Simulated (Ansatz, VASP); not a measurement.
# Cross-check of ZnSe (Stilleite) between VASP and Ansatz, part 2 of 2

One calculation is typed for both programs; each brings its own data sets. How far apart do they land? The cell is taken from a series of runs on this material, whose earlier steps may have relaxed, scaled, displaced or heated it; both programs get it as it stands.

VASP 6.6.1 and Ansatz 0.2.0.

So far. Step 2 (VASP: single point, r2SCAN, spin-orbit coupling, pair 1): The run ends at a pressure of -0.45 GPa. Step 3 (Ansatz: single point, r2SCAN, spin-orbit coupling, pair …): The run ends at a pressure of -0.53 GPa.

## (5) VASP: single point, r2SCAN, spin-orbit coupling, pair 2

Level of this step: r2SCAN, spin-orbit coupling; plane waves and PAW (Zn, Se) (VASP).

A single point takes one fixed geometry, so differences don't come from the geometry; what else differs is listed under the comparison. The cell compared in this pair holds 46.04 Å³, against 45.86 Å³ for the pair before.

Input file INCAR:

```
SYSTEM = ZnSe
PREC = Accurate
ENCUT = 550
EDIFF = 1E-06
NELM = 200
ISMEAR = 0
SIGMA = 0.02
LREAL = .FALSE.
ALGO = Normal
METAGGA = R2SCAN
LASPH = .TRUE.
LNONCOLLINEAR = .TRUE.
MAGMOM = 0 0 0 0 0 0
NBANDS = 30
GGA_COMPAT = .FALSE.
LSORBIT = .TRUE.
LORBIT = 11
LWAVE = .FALSE.
LCHARG = .FALSE.
ISIF = 2
EFERMI = MIDGAP
LMIXTAU = .TRUE.
KPAR = 2
```

Input file POSCAR:

```
ZnSe
1.0
    0.0000000000      2.8759388548      2.7829213933
    2.8759388548      0.0000000000      2.7829213933
    2.8759388548      2.8759388548      0.0000000000
Zn Se
1 1
Direct
    0.0000000000      0.0000000000      0.0000000000
    0.7500000000      0.7500000000      0.7500000000
```

Input file KPOINTS:

```
Automatic mesh
0
Gamma
6 6 6
0 0 0
```

Potentials, in the order of the species: Zn and Se (PBE family, release 64).

Launch:

```bash
mpirun -np 2 vasp_ncl
```

Numbers of over 12 decimals in the logs are rounded to 6 here.

Log:

```text
[banner, memory and clock lines left out]
running    2 mpi-ranks, on    1 nodes
[...]
[... a notice as in an earlier step ...]

 LDA part: xc-table for (None), standard interpolation
 POSCAR, INCAR and KPOINTS ok, starting setup
[...]
entering main loop
       N       E                     dE             d eps       ncg     rms          rms(c)
DAV:   1     0.107502218230E+03    0.10750E+03   -0.86728E+03  2460   0.145E+03
DAV:   2    -0.140619013723E+02   -0.12156E+03   -0.11399E+03  2484   0.335E+02
DAV:   3    -0.274231212441E+02   -0.13361E+02   -0.13183E+02  2870   0.106E+02
DAV:   4    -0.277094947739E+02   -0.28637E+00   -0.28595E+00  2828   0.160E+01
[...]
DAV:  15    -0.249214508617E+02    0.28148E-05   -0.62285E-06  2588   0.343E-02    0.247E-03
DAV:  16    -0.249214570477E+02   -0.61860E-05   -0.21994E-06  2568   0.146E-02    0.277E-03
DAV:  17    -0.249214561109E+02    0.93677E-06   -0.50565E-07  1850   0.131E-02
   1 F= -.24921456E+02 E0= -.24921456E+02  d E =0.000000E+00  mag=     0.0000     0.0000     0.0000
```

From OUTCAR (step 5):

```text
  Total       -0.3153256     -0.3153256      0.0260212      0.0000000     -0.0000000      0.0000000
  in kB      -10.9743688    -10.9743688      0.9056229      0.0000000     -0.0000000      0.0000000
  external PRESSURE =      -7.0143716 kB  Pullay stress =       0.0000000 kB

 POSITION                                       TOTAL-FORCE (eV/Angst)
 -----------------------------------------------------------------------------------
      0.00000      0.00000      0.00000        -0.000000     -0.000000      0.000000
      4.31391      4.31391      4.17438         0.000000      0.000000      0.000000
 -----------------------------------------------------------------------------------
    total drift:                                0.000000      0.000000     -0.000001

  FREE ENERGIE OF THE ION-ELECTRON SYSTEM (eV)
  ---------------------------------------------------
  free  energy   TOTEN  =       -24.9214561109 eV

  energy  without entropy=      -24.9214561109  energy(sigma->0) =      -24.92145611

 magnetization (x)
# of ion       s       p       d       tot
------------------------------------------
    1        0.000  -0.000   0.000  -0.000
    2        0.000   0.000  -0.000   0.000
--------------------------------------------------
tot          0.000  -0.000   0.000  -0.000

 magnetization (y)
# of ion       s       p       d       tot
------------------------------------------
    1       -0.000   0.000  -0.000  -0.000
    2        0.000  -0.000   0.000  -0.000
--------------------------------------------------
tot         -0.000   0.000  -0.000  -0.000

 magnetization (z)
# of ion       s       p       d       tot
------------------------------------------
    1       -0.000   0.000  -0.000  -0.000
    2       -0.000  -0.000   0.000  -0.000
--------------------------------------------------
tot         -0.000   0.000  -0.000  -0.000

[... 1 part as in an earlier step ...]

[... 2 further parts left out ...]
[key lines of the parts left out:]
E-fermi :   2.1929
```

The run ends at a pressure of -0.70 GPa.

## (6) Ansatz: single point, r2SCAN, spin-orbit coupling, pair 2

The same cell, functional, mesh and smearing now go to Ansatz, which takes its cutoff from its data sets.

The cell is taken from a series of runs on this material, whose earlier steps may have relaxed, scaled, displaced or heated it; both programs get it as it stands.

Input file input.yaml:

```yaml
crystal:
  lattice:
    - [0.0, 2.8759388548, 2.7829213933]
    - [2.8759388548, 0.0, 2.7829213933]
    - [2.8759388548, 2.8759388548, 0.0]
  atoms:
    - { symbol: Zn, position: [0.0, 0.0, 0.0] }
    - { symbol: Se, position: [0.75, 0.75, 0.75] }
kpoints:
  mp_grid: { grid: [6, 6, 6] }
hamiltonian:
  xc: r2scan
  pseudopotentials: { kind: paw_fr, azcp: { folder: soft_1 } }
scf:
  occupations: { method: gaussian, width: 0.02 }
output:
  forces: true
  stress: true
  eigenvalues: true
magnetization:
  noncollinear: true
  spin_orbit: true
```

Launch:

```bash
ansatz run input.yaml --threads 4 --pin off --max-ram 9216MiB --backend cpu --events-out ev --progress --plain --runs-dir out
```

Log:

```text
[...]
Crystal: 2 atoms, lattice volume = 46.035 Å³
Basis set: ecut = 500 eV, 1187 PW (Γ), exchange–correlation on 120×120×120 points (64 copies of the dense FFT grid, shifted against one another)
Bands: 36, of which v1, the nominal top of the filled ones, is band 28 counted from 1 (27 counted from 0)
Symmetry: 8 space group operations + 8 with time reversal
[...]
k-point 0: bands = [... 24 lower, 6.1580, 6.1580, 6.2423, 6.2423, 7.8818, 7.8818, 12.3098, 12.3098, ... 4 higher]
  k-point 1: bands = [... 24 lower, 5.6962, 5.7020, 5.9492, 5.9618, 9.0936, 9.0954, 12.3940, 12.4151, ... 4 higher]
  k-point 2: bands = [... 24 lower, 5.2552, 5.2579, 5.5307, 5.5419, 9.2346, 9.2350, 12.9478, 12.9483, ... 4 higher]
  k-point 29: bands = [... 24 lower, 3.6840, 3.6840, 3.8518, 3.8518, 9.3399, 9.3399, 9.7351, 9.7351, ... 4 higher]
[key lines of the parts left out:]
SCF converged after 8 iterations
Magnetization: |M| = 0.0000 μB,  M = (+0.0000, +0.0000, +0.0000) μB
Free energy (F): -8799.989741 eV
Fermi energy:    7.062087 eV
P = ⅓ Tr σ = -0.7762 GPa (-7.762 kbar)
```

The run ends at a pressure of -0.78 GPa.

## (7) Differences

What differs besides the data sets and the points named for the pairs above, as far as they apply: the data sets hold 28 valence electrons in Ansatz (on its PAW fully relativistic soft_1 files) and 18 in VASP. Total energies have different zeros and are not compared.

The two programs side by side:

```csv
quantity,Ansatz,VASP,difference
pressure (GPa),-0.78,-0.70,-0.07
gap on the k mesh (eV),1.640,1.644,-0.004
```

A gap on the mesh is an upper bound, since the band edges may lie between its points.

## (8) Ansatz: single point, r2SCAN, spin-orbit coupling, pair 3

With cell and atoms fixed, the geometry can't cause a difference; cores, projectors, grids and the points listed under the comparison can. The cell compared in this pair holds 46.21 Å³, against 46.04 Å³ for the pair before.

The cell is taken from a series of runs on this material, whose earlier steps may have relaxed, scaled, displaced or heated it; both programs get it as it stands.

input.yaml, the sections that differ from step 6:

```yaml
crystal:
  lattice:
    - [0.0, 2.8901060413, 2.7659546908]
    - [2.8901060413, 0.0, 2.7659546908]
    - [2.8901060413, 2.8901060413, 0.0]
  atoms:
    - { symbol: Zn, position: [0.0, 0.0, 0.0] }
    - { symbol: Se, position: [0.75, 0.75, 0.75] }
# kpoints, hamiltonian, scf, output, magnetization: as in step 6
```

Log:

```text
[...]
Crystal: 2 atoms, lattice volume = 46.206 Å³
Basis set: ecut = 500 eV, 1187 PW (Γ), exchange–correlation on 120×120×120 points (64 copies of the dense FFT grid, shifted against one another)
Bands: 36, of which v1, the nominal top of the filled ones, is band 28 counted from 1 (27 counted from 0)
Symmetry: 8 space group operations + 8 with time reversal
[...]
k-point 0: bands = [... 24 lower, 6.0960, 6.0960, 6.2081, 6.2081, 7.8132, 7.8132, 12.2666, 12.2666, ... 4 higher]
  k-point 1: bands = [... 24 lower, 5.6394, 5.6465, 5.9090, 5.9223, 9.0277, 9.0301, 12.3206, 12.3464, ... 4 higher]
  k-point 2: bands = [... 24 lower, 5.1934, 5.1968, 5.5023, 5.5134, 9.1702, 9.1706, 12.8662, 12.8669, ... 4 higher]
  k-point 29: bands = [... 24 lower, 3.6124, 3.6124, 3.7791, 3.7791, 9.2697, 9.2697, 9.6147, 9.6147, ... 4 higher]
[key lines of the parts left out:]
SCF converged after 8 iterations
Magnetization: |M| = 0.0000 μB,  M = (+0.0000, +0.0000, +0.0000) μB
Free energy (F): -8799.985944 eV
Fermi energy:    7.010641 eV
P = ⅓ Tr σ = -1.0203 GPa (-10.203 kbar)
```

The run ends at a pressure of -1.02 GPa.

## (9) VASP: single point, r2SCAN, spin-orbit coupling, pair 3

The same cell, functional, mesh and smearing now go to VASP, with its own data sets.

INCAR is that of step 5.

Input file POSCAR:

```
ZnSe
1.0
    0.0000000000      2.8901060413      2.7659546908
    2.8901060413      0.0000000000      2.7659546908
    2.8901060413      2.8901060413      0.0000000000
Zn Se
1 1
Direct
    0.0000000000      0.0000000000      0.0000000000
    0.7500000000      0.7500000000      0.7500000000
```

KPOINTS is that of step 5.

Launch:

```bash
mpirun -np 2 vasp_ncl
```

Log:

```text
[... set-up lines as in an earlier step ...]
 entering main loop
       N       E                     dE             d eps       ncg     rms          rms(c)
DAV:   1     0.107573687617E+03    0.10757E+03   -0.87426E+03  2460   0.146E+03
DAV:   2    -0.140702505897E+02   -0.12164E+03   -0.11397E+03  2466   0.336E+02
DAV:   3    -0.274118290544E+02   -0.13342E+02   -0.13158E+02  2862   0.106E+02
DAV:   4    -0.277082750142E+02   -0.29645E+00   -0.29595E+00  2872   0.162E+01
[...]
DAV:  15    -0.249176284532E+02    0.29234E-05   -0.61810E-06  2570   0.334E-02    0.252E-03
DAV:  16    -0.249176347048E+02   -0.62516E-05   -0.22370E-06  2568   0.144E-02    0.271E-03
DAV:  17    -0.249176337786E+02    0.92623E-06   -0.48102E-07  1844   0.127E-02
   1 F= -.24917634E+02 E0= -.24917634E+02  d E =0.000000E+00  mag=    -0.0000     0.0000    -0.0000
```

Parts of OUTCAR (step 9):

```text
  Total       -0.4206258     -0.4206258      0.0210142      0.0000000      0.0000000     -0.0000000
  in kB      -14.5849135    -14.5849135      0.7286536      0.0000000      0.0000000     -0.0000000
  external PRESSURE =      -9.4803911 kB  Pullay stress =       0.0000000 kB

 POSITION                                       TOTAL-FORCE (eV/Angst)
 -----------------------------------------------------------------------------------
      0.00000      0.00000      0.00000         0.000000      0.000000      0.000000
      4.33516      4.33516      4.14893        -0.000000     -0.000000      0.000000
 -----------------------------------------------------------------------------------
    total drift:                                0.000000      0.000000     -0.000001

  FREE ENERGIE OF THE ION-ELECTRON SYSTEM (eV)
  ---------------------------------------------------
  free  energy   TOTEN  =       -24.9176337786 eV

  energy  without entropy=      -24.9176337786  energy(sigma->0) =      -24.91763378

 magnetization (x)
# of ion       s       p       d       tot
------------------------------------------
    1       -0.000  -0.000   0.000  -0.000
    2       -0.000   0.000   0.000   0.000
--------------------------------------------------
tot         -0.000  -0.000   0.000  -0.000

 magnetization (y)
# of ion       s       p       d       tot
------------------------------------------
    1        0.000   0.000  -0.000   0.000
    2        0.000  -0.000  -0.000  -0.000
--------------------------------------------------
tot          0.000   0.000  -0.000   0.000

 magnetization (z)
# of ion       s       p       d       tot
------------------------------------------
    1        0.000   0.000   0.000   0.000
    2        0.000  -0.000   0.000  -0.000
--------------------------------------------------
tot          0.000   0.000   0.000   0.000

[... 1 part as in an earlier step ...]

[... 2 further parts left out ...]
[key lines of the parts left out:]
E-fermi :   2.1591
```

The run ends at a pressure of -0.95 GPa.

## (10) Side by side

What differs besides the data sets and the points named for the pairs above, as far as they apply: the data sets hold 28 valence electrons in Ansatz (on its PAW fully relativistic soft_1 files) and 18 in VASP. Total energies have different zeros and are not compared.

Compared:

```csv
quantity,Ansatz,VASP,difference
pressure (GPa),-1.02,-0.95,-0.07
gap on the k mesh (eV),1.605,1.609,-0.004
```

A gap on the mesh is an upper bound, since the band edges may lie between its points.

## (11) Results

| Quantity | Value |
| --- | --- |
| difference in gap on the k mesh (single point, r2SCAN, spin-orbit coupling, pair 1) | -0.0047 eV |
| difference in gap on the k mesh (single point, r2SCAN, spin-orbit coupling, pair 2) | -0.0043 eV |
| difference in gap on the k mesh (single point, r2SCAN, spin-orbit coupling, pair 3) | -0.0039 eV |

The difference in gap on the k mesh is -0.0047 eV (single point, r2SCAN, spin-orbit coupling, pair 1), within the 0.08 eV picked in this series as the mark of a large difference. The data sets hold unlike numbers of valence electrons (28 in Ansatz and 18 in VASP), so part of the differences may come from the potentials. Such differences can come from data sets, numerical settings and the points named under the comparisons, not from the functional's error against experiment.

[Lines on the potential files, build, host, timing and source positions are cut from VASP's logs without a mark.]

[Logs are printed without paths, hosts, clocks, repeated set-up lines and the standing remarks that a program may print on its own settings, such as how far it seeks lower states.]

[Hosts, paths, dates, database ids (printed as entryN), source tags and the programs' standing remarks are cut or masked in the printed files.]
